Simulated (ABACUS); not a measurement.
# InP (F-43m) in ABACUS: a series of runs, part 2 of 2

ABACUS 3.10.1. Earlier steps stand in the parts before.

**3. Relaxation of cell and atoms, HLE16**

The input, run_abacus.py:

```python
"""ABACUS run from a structure file: ASE reads it, the script writes STRU, KPT and INPUT."""
import re
import subprocess
import spglib
from ase import Atoms
from ase.io import read
from ase.units import Bohr

atoms = read("InP.cif")
cell, frac, numbers = spglib.standardize_cell((atoms.cell[:], atoms.get_scaled_positions(), atoms.numbers), to_primitive=True, symprec=1e-4)
atoms = Atoms(numbers=numbers, cell=cell, scaled_positions=frac, pbc=True)  # the primitive cell
atoms = atoms[(-atoms.numbers).argsort(kind="stable")]  # ABACUS lists atoms element by element
pseudo = {'In': 'In.upf', 'P': 'P.upf'}
orbital = {}
magmoms = None
kmesh = [6, 6, 6]
params = {
    'suffix': 'InP',
    'calculation': 'cell-relax',
    'basis_type': 'pw',
    'pseudo_dir': './',
    'symmetry': 1,
    'dft_functional': 'GGA_XC_HLE16',
    'ecutwfc': 71,
    'pseudo_rcut': 10,
    'nspin': 1,
    'nbands': 13,
    'ks_solver': 'dav',
    'smearing_method': 'fd',
    'smearing_sigma': 0.00367493,
    'scf_thr': 1e-08,
    'scf_nmax': 100,
    'mixing_type': 'broyden',
    'mixing_beta': 0.7,
    'cal_force': 1,
    'cal_stress': 1,
    'relax_nmax': 60,
    'force_thr_ev': 0.02,
    'relax_method': 'cg',
    'out_stru': 1,
    'stress_thr': 1,
    'kpar': 4,
}

symbols = atoms.get_chemical_symbols()
elements = list(dict.fromkeys(symbols))
lines = ["ATOMIC_SPECIES"] + [f"{e} {atoms.get_masses()[symbols.index(e)]:.4f} {pseudo[e]}" for e in elements]
if orbital:
    lines += ["", "NUMERICAL_ORBITAL"] + [orbital[e] for e in elements]
lines += ["", "LATTICE_CONSTANT", f"{1 / Bohr:.10f}", "", "LATTICE_VECTORS"]
lines += [" ".join(f"{x:.10f}" for x in v) for v in atoms.cell]
lines += ["", "ATOMIC_POSITIONS", "Direct"]
for e in elements:
    lines += ["", e, "0.0", str(symbols.count(e))]
    for i, p in enumerate(atoms.get_scaled_positions(wrap=False)):
        if symbols[i] == e:
            mag = "" if magmoms is None else " mag " + " ".join(str(x) for x in (magmoms[i] if isinstance(magmoms[i], list) else [magmoms[i]]))
            lines.append(" ".join(f"{x:.10f}" for x in p) + " 1 1 1" + mag)
open("STRU", "w").write("\n".join(lines) + "\n")
open("KPT", "w").write("K_POINTS\n0\nGamma\n%d %d %d 0 0 0\n" % tuple(kmesh))
open("INPUT", "w").write("INPUT_PARAMETERS\n" + "".join(f"{k:<20s}{v}\n" for k, v in params.items()))

done = subprocess.run(['mpirun', '-np', '4', 'abacus'])
if done.returncode:
    raise SystemExit(done.returncode)
log = open("OUT.InP/running_cell-relax.log").read()
print("final energy (eV):", re.findall(r"FINAL_ETOT_IS (\S+)", log))
```

The input, InP.cif:

```cif
data_InP
_cell_length_a 5.86100000
_cell_length_b 5.86100000
_cell_length_c 5.86100000
_cell_angle_alpha 90.00000000
_cell_angle_beta 90.00000000
_cell_angle_gamma 90.00000000
_space_group_name_H-M_alt 'F-43m'
_space_group_name_Hall 'F -4 2 3'
_space_group_IT_number 216
loop_
_space_group_symop_operation_xyz
'x,y,z'
'y,-x,-z'
'-x,-y,z'
'-y,x,-z'
'x,-y,-z'
'y,x,z'
'-x,y,-z'
'-y,-x,z'
'z,x,y'
'-z,y,-x'
'z,-x,-y'
'-z,-y,x'
'-z,x,-y'
'z,y,x'
'-z,-x,y'
'z,-y,-x'
'y,z,x'
'-x,-z,y'
'-y,z,-x'
'x,-z,-y'
'-y,-z,x'
'x,z,y'
'y,-z,-x'
'-x,z,-y'
'x,y+1/2,z+1/2'
'y,-x+1/2,-z+1/2'
'-x,-y+1/2,z+1/2'
'-y,x+1/2,-z+1/2'
'x,-y+1/2,-z+1/2'
'y,x+1/2,z+1/2'
'-x,y+1/2,-z+1/2'
'-y,-x+1/2,z+1/2'
'z,x+1/2,y+1/2'
'-z,y+1/2,-x+1/2'
'z,-x+1/2,-y+1/2'
'-z,-y+1/2,x+1/2'
'-z,x+1/2,-y+1/2'
'z,y+1/2,x+1/2'
'-z,-x+1/2,y+1/2'
'z,-y+1/2,-x+1/2'
'y,z+1/2,x+1/2'
'-x,-z+1/2,y+1/2'
'-y,z+1/2,-x+1/2'
'x,-z+1/2,-y+1/2'
'-y,-z+1/2,x+1/2'
'x,z+1/2,y+1/2'
'y,-z+1/2,-x+1/2'
'-x,z+1/2,-y+1/2'
'x+1/2,y,z+1/2'
'y+1/2,-x,-z+1/2'
'-x+1/2,-y,z+1/2'
'-y+1/2,x,-z+1/2'
'x+1/2,-y,-z+1/2'
'y+1/2,x,z+1/2'
'-x+1/2,y,-z+1/2'
'-y+1/2,-x,z+1/2'
'z+1/2,x,y+1/2'
'-z+1/2,y,-x+1/2'
'z+1/2,-x,-y+1/2'
'-z+1/2,-y,x+1/2'
'-z+1/2,x,-y+1/2'
'z+1/2,y,x+1/2'
'-z+1/2,-x,y+1/2'
'z+1/2,-y,-x+1/2'
'y+1/2,z,x+1/2'
'-x+1/2,-z,y+1/2'
'-y+1/2,z,-x+1/2'
'x+1/2,-z,-y+1/2'
'-y+1/2,-z,x+1/2'
'x+1/2,z,y+1/2'
'y+1/2,-z,-x+1/2'
'-x+1/2,z,-y+1/2'
'x+1/2,y+1/2,z'
'y+1/2,-x+1/2,-z'
'-x+1/2,-y+1/2,z'
'-y+1/2,x+1/2,-z'
'x+1/2,-y+1/2,-z'
'y+1/2,x+1/2,z'
'-x+1/2,y+1/2,-z'
'-y+1/2,-x+1/2,z'
'z+1/2,x+1/2,y'
'-z+1/2,y+1/2,-x'
'z+1/2,-x+1/2,-y'
'-z+1/2,-y+1/2,x'
'-z+1/2,x+1/2,-y'
'z+1/2,y+1/2,x'
'-z+1/2,-x+1/2,y'
'z+1/2,-y+1/2,-x'
'y+1/2,z+1/2,x'
'-x+1/2,-z+1/2,y'
'-y+1/2,z+1/2,-x'
'x+1/2,-z+1/2,-y'
'-y+1/2,-z+1/2,x'
'x+1/2,z+1/2,y'
'y+1/2,-z+1/2,-x'
'-x+1/2,z+1/2,-y'
loop_
_atom_site_label
_atom_site_type_symbol
_atom_site_symmetry_multiplicity
_atom_site_Wyckoff_symbol
_atom_site_fract_x
_atom_site_fract_y
_atom_site_fract_z
_atom_site_occupancy
In1 In 4 a 0.0000000000 0.0000000000 0.0000000000 1
P1 P 4 c 0.2500000000 0.2500000000 0.2500000000 1
```

Potentials or basis: PseudoDojo NC SR 0.4.1 PBE standard, plane waves.

Launch:

```sh
$ OMP_NUM_THREADS=1 python run_abacus.py > log
```

running log:

```text
ABACUS v3.10.1

               Atomic-orbital Based Ab-initio Computation at UStc

 ------------------------------------------------------------------------------------

 READING GENERAL INFORMATION
                           global_out_dir = OUT.InP/
                           global_in_card = INPUT
                               pseudo_dir = ./
                              orbital_dir =
                                    DSIZE = 4
                                    GSIZE = 1

 READING UNITCELL INFORMATION
                                    ntype = 2
                  lattice constant (Bohr) = 1.88973
              lattice constant (Angstrom) = 1

 READING ATOM TYPE 1
                               atom label = In
[... 520 lines left out ...]
 Origin diag ethr = 0.010000
 New diag ethr = 0.000011

 Density error is 0.002061221288
                          Error Threshold = 0.000011028195
----------------------------------------------------------
     Energy           Rydberg                 eV
----------------------------------------------------------
 E_KohnSham     -157.7588788874      -2146.4196629606
 E_Harris       -157.7843722118      -2146.7665174337
 E_Fermi        0.5079807329         6.9114324413
----------------------------------------------------------

[... 5 further cycles ...]
 PW ALGORITHM --------------- ION=   3  ELEC=   7--------------------------------

 Density error is 0.000000001634
                          Error Threshold = 0.000000000154
----------------------------------------------------------
     Energy           Rydberg                 eV
----------------------------------------------------------
 E_KohnSham     -157.7593176727      -2146.4256329405
 E_KS(sigma->0) -157.7593176727      -2146.4256329405
 E_Harris       -157.7595959585      -2146.4294192128
 E_band         -7.1439039856        -97.1978001685
 E_one_elec     -47.3731306963       -644.5445095690
 E_Hartree      37.9789748351        516.7304619556
 E_xc           -56.1264750133       -763.6398688351
 E_Ewald        -92.2386867981       -1254.9717164919
 E_entropy(-TS) -0.0000000000        -0.0000000001
 E_descf        0.0000000000         0.0000000000
[... 88 lines left out ...]
 Largest gradient in stress is 0.258507 kbar.
 Threshold is 1.000000 kbar.

 Relaxation is converged!

 --------------------------------------------
 !FINAL_ETOT_IS -2146.4256329405247925 eV
 --------------------------------------------
```

INPUT:

```text
INPUT_PARAMETERS
suffix              InP
calculation         cell-relax
basis_type          pw
pseudo_dir          ./
symmetry            1
dft_functional      GGA_XC_HLE16
ecutwfc             71
pseudo_rcut         10
nspin               1
nbands              13
ks_solver           dav
smearing_method     fd
smearing_sigma      0.00367493
scf_thr             1e-08
scf_nmax            100
mixing_type         broyden
mixing_beta         0.7
cal_force           1
cal_stress          1
relax_nmax          60
force_thr_ev        0.02
relax_method        cg
out_stru            1
stress_thr          1
kpar                4
```

STRU:

```text
ATOMIC_SPECIES
In 114.8180 In.upf
P 30.9738 P.upf

LATTICE_CONSTANT
1.8897261258

LATTICE_VECTORS
0.0000000000 2.9305000000 2.9305000000
2.9305000000 0.0000000000 2.9305000000
2.9305000000 2.9305000000 0.0000000000

ATOMIC_POSITIONS
Direct

In
0.0
1
0.0000000000 0.0000000000 -0.0000000000 1 1 1

P
0.0
1
0.2500000000 0.2500000000 0.2500000000 1 1 1
```

Run time: 10 s. Hardware: 4 MPI ranks of Intel Xeon 6975P-C (Granite Rapids), shared host; peak memory 0.4 GiB.

What came out:

| Item | Value |
| --- | --- |
| Free energy | -2146.4256 eV |
| Relaxed volume | 23.16 Å³/atom |
| Relaxed cell | a = 4.031 Å, b = 4.031 Å, c = 4.031 Å, α = 60.00°, β = 60.00°, γ = 60.00° |
| Space group after relaxing (to 0.05 Å) | F-43m (No. 216) |
| Energy gained by relaxing | 37.6 meV/atom |
| Ionic steps | 3 |
| Pressure after relaxing | 0.0 GPa |
| Band gap on the k mesh | 1.97 eV, direct |

Step by step:
```tsv
step	energy change (eV)	largest force (eV/Å)	pressure (GPa)	volume (Å³)
1	0.0000	0.0000	-5.55	50.33
2	-0.0446	0.0000	4.51	44.04
3	-0.0751	0.0000	-0.03	46.32
```

Final structure:
```xyz
2
Lattice="0.0000 2.8505 2.8505 2.8505 0.0000 2.8505 2.8505 2.8505 0.0000" Properties=species:S:1:pos:R:3 pbc="T T T"
In    0.0000    0.0000    0.0000
P     1.4252    1.4252    1.4252
```

Levels at points of the mesh, in eV from the valence-band top:
```
           k point  band 5  band 6  band 7  band 8  band 9  band 10  band 11
(0.00, 0.00, 0.00)  -16.66  -11.74    0.00    0.00    0.00     1.97     4.75
(0.50, 0.50, 0.50)  -16.65  -10.06   -5.58   -0.94   -0.94     2.46     5.49
(0.50, 0.50, 0.00)  -16.63   -9.37   -5.67   -2.25   -2.25     2.84     3.06
```

Caveat: the potentials were made for a functional far from this one; the potentials were made for another functional, which shifts forces and pressure; spin-orbit coupling is left out, which moves the levels of the heavy elements. A k mesh can miss the band edges.

**4. Single point, PW91**

Edit run_abacus.py of step 3 so:

```diff
@@ -12,3 +12,3 @@
 atoms = atoms[(-atoms.numbers).argsort(kind="stable")]  # ABACUS lists atoms element by element
-pseudo = {'In': 'In.upf', 'P': 'P.upf'}
+pseudo = {'In': 'in_pbe_v1.4.uspp.F.UPF', 'P': 'p_pbe_v1.5.uspp.F.UPF'}
 orbital = {}
@@ -18,3 +18,3 @@
     'suffix': 'InP',
-    'calculation': 'cell-relax',
+    'calculation': 'scf',
     'basis_type': 'pw',
@@ -22,7 +22,7 @@
     'symmetry': 1,
-    'dft_functional': 'GGA_XC_HLE16',
-    'ecutwfc': 71,
+    'dft_functional': 'GGA_X_PW91+GGA_C_PW91',
+    'ecutwfc': 40,
     'pseudo_rcut': 10,
     'nspin': 1,
-    'nbands': 13,
+    'nbands': 19,
     'ks_solver': 'dav',
@@ -36,7 +36,4 @@
     'cal_stress': 1,
-    'relax_nmax': 60,
-    'force_thr_ev': 0.02,
-    'relax_method': 'cg',
-    'out_stru': 1,
-    'stress_thr': 1,
+    'ecutrho': 320,
+    'out_chg': 1,
     'kpar': 4,
@@ -65,3 +62,3 @@
     raise SystemExit(done.returncode)
-log = open("OUT.InP/running_cell-relax.log").read()
+log = open("OUT.InP/running_scf.log").read()
 print("final energy (eV):", re.findall(r"FINAL_ETOT_IS (\S+)", log))
```

InP.cif is that of step 3.

Potentials or basis: GBRV ultrasoft 1.5 PBE, plane waves.

Launch:

```sh
$ OMP_NUM_THREADS=1 python run_abacus.py > log
```

It took 21 s on 4 MPI ranks of AMD EPYC 7R43 (Zen 3), shared host; peak memory 0.72 GiB.

The run converged. Its results:

* Free energy: -2030.0667 eV
* Pressure: 2.6 GPa
* Band gap on the k mesh: 0.64 eV, direct

Levels at points of the mesh, in eV from the valence-band top:
```csv
k point,band 5,band 6,band 7,band 8,band 9,band 10,band 11,band 12,band 13,band 14
"(0.00, 0.00, 0.00)",-14.06,-11.54,0.00,0.00,0.00,0.64,4.06,4.06,4.06,8.52
"(0.50, 0.50, 0.50)",-14.05,-9.81,-5.76,-0.98,-0.98,1.45,4.80,4.80,7.07,9.41
"(0.50, 0.50, 0.00)",-14.03,-9.16,-5.78,-2.33,-2.33,1.75,2.25,9.14,9.54,9.54
```

Caveat: the potentials were made for another functional, which shifts forces and pressure; spin-orbit coupling is left out, which moves the levels of the heavy elements.

**5. Single point, BLYP**

The input, INPUT:

```
INPUT_PARAMETERS
suffix              InP
calculation         scf
basis_type          lcao
pseudo_dir          ./
orbital_dir         ./
symmetry            1
dft_functional      GGA_X_B88+GGA_C_LYP
ecutwfc             100
pseudo_rcut         10
nspin               1
nbands              19
ks_solver           genelpa
smearing_method     fd
smearing_sigma      0.00367493
scf_thr             1e-07
scf_nmax            100
mixing_type         broyden
mixing_beta         0.7
cal_force           1
cal_stress          1
out_mul             1
out_chg             1
```

The input, STRU:

```
ATOMIC_SPECIES
In 114.8180 49_In_13_2.5_3.1_pbe_n_v1.0.upf
P 30.9738 15_P_5_1.8_1.9_pbe_n_v1.0.upf

NUMERICAL_ORBITAL
In_confined-atom_8au_2s2p2d.orb
P_confined-atom_7au_2s2p1d.orb

LATTICE_CONSTANT
1.8897261246

LATTICE_VECTORS
0.0000000000 2.9305000000 2.9305000000
2.9305000000 0.0000000000 2.9305000000
2.9305000000 2.9305000000 0.0000000000

ATOMIC_POSITIONS
Cartesian

In
0.0
1
0.0000000000 0.0000000000 0.0000000000 1 1 1

P
0.0
1
4.3957500000 4.3957500000 4.3957500000 1 1 1
```

The input, KPT:

```
K_POINTS
0
Gamma
7 7 7 0 0 0
```

Potentials or basis: SPMS ONCV 1.0 PBE, DZP LCAO (the cutoffs set its grid).

Launch:

```sh
$ OMP_NUM_THREADS=1 mpirun -np 4 abacus > log
```

Run time: 3.1 s. Hardware: 4 MPI ranks of AMD EPYC 9R14 (Zen 4), shared host; peak memory 0.4 GiB.

It converged, with:

* Free energy: -1854.2777 eV
* Pressure: 7.4 GPa
* Band gap on the k mesh: 0.83 eV, direct
* Mulliken charges: In -0.07; P +0.07 e

Levels at points of the mesh, in eV from the valence-band top:
| k point | band 5 | band 6 | band 7 | band 8 | band 9 | band 10 | band 11 | band 12 | band 13 | band 14 |
| --- | --- | --- | --- | --- | --- | --- | --- | --- | --- | --- |
| (0.00, 0.00, 0.00) | -14.16 | -11.53 | 0.00 | 0.00 | 0.00 | 0.83 | 4.07 | 4.07 | 4.07 | 9.47 |

Caveat: the atomic orbitals were generated for these runs and aren't a published set; Mulliken charges move with the basis; the potentials were made for another functional, which shifts forces and pressure; spin-orbit coupling is left out, which moves the levels of the heavy elements; the basis of atomic orbitals isn't converged, which shifts pressures, moduli and gaps.

**6. Overview**

| task | level | potentials or basis | cell | k mesh | cutoff (eV) | SCF threshold on the density | eigensolver | max steps of the relaxation | force threshold | optimiser | gap on the mesh (eV) | pressure (GPa) |
| --- | --- | --- | --- | --- | --- | --- | --- | --- | --- | --- | --- | --- |
| single point | HLE16 | PseudoDojo NC SR 0.4.1 PBE standard, plane waves | as given | 6 × 6 × 6 | 966 | 1e-08 | dav | - | - | - | 1.44 | -5.5 |
| relaxation of cell and atoms | HLE16 | PseudoDojo NC SR 0.4.1 PBE standard, plane waves | relaxed | 6 × 6 × 6 | 966 | 1e-08 | dav | 60 | 0.02 eV/Å | cg | 1.97 | 0.0 |
| single point | PW91 | GBRV ultrasoft 1.5 PBE, plane waves | as given | 6 × 6 × 6 | 544 | 1e-08 | dav | - | - | - | 0.64 | 2.6 |
| single point | BLYP | SPMS ONCV 1.0 PBE, DZP LCAO (the cutoffs set its grid) | as given | 7 × 7 × 7 | 1361 | 1e-07 | genelpa | - | - | - | 0.83 | 7.4 |

Alike in all rows: no spin polarisation; smearing fermi-dirac 0.05 eV.

Caveats: the potentials were made for another functional, which shifts forces and pressure; spin-orbit coupling is left out, which moves the levels of the heavy elements; the potentials were made for a functional far from this one (some runs); the atomic orbitals were generated for these runs and aren't a published set (some runs); the basis of atomic orbitals isn't converged, which shifts pressures, moduli and gaps (some runs).

Total energies depend on the potentials used, so only differences within one code and one set of settings carry meaning.

**7. Against experiment**

Step 4. A measured gap of InP is 1.4236 eV (direct; 1.6 K; a printed reference work, data compilation); the calculated 0.64 eV misses it by -0.78 eV. Spin-orbit coupling on In is left out. The value is that of PW91, without temperature or zero-point motion. Semilocal functionals fall short of measured gaps as a rule.

Step 5. A measured gap of InP is 1.4236 eV (direct; 1.6 K; a printed reference work, data compilation); the calculated 0.83 eV misses it by -0.59 eV. Spin-orbit coupling on In is left out. The value is that of BLYP in an atomic basis (SPMS ONCV 1.0 PBE, DZP LCAO (the cutoffs set its grid)), whose error adds to the functional's,, without temperature or zero-point motion. Semilocal functionals fall short of measured gaps as a rule.
